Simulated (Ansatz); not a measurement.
**Does this entry for In₂O₃ lie near equilibrium?**

The cell is a Materials Project structure (computed, not necessarily an observed phase), taken as it stands.

Space group R-3c:H (No. 167); a = 5.5162, c = 14.5911 Å, γ = 120.00°.

| site | Wyckoff | site symmetry | x | y | z |
| --- | --- | --- | --- | --- | --- |
| In | 12c | 3. | 0.0000 | 0.0000 | 0.1429 |
| O | 18e | .2 | 0.6298 | 0.9632 | 0.9167 |

One atom of each set is listed; the run and its k-mesh use a cell of 10 atoms with edges of 5.81, 5.81, 5.81 Å.

Level of theory: DFT, PBE, plane waves and PAW, scalar-relativistic, 420 eV cutoff, Γ-centred 6×6×6 k-points, Fermi–Dirac smearing 0.01 eV (Ansatz 0.2.0).

**Question.** Do the atoms and the cell lie near the calculated equilibrium?

**Answer.** Not quite. The largest force is 0.083 eV/Å, on atom 3 (In: 6 O at 2.13–2.26 Å), and the pressure is 5.4 GPa.
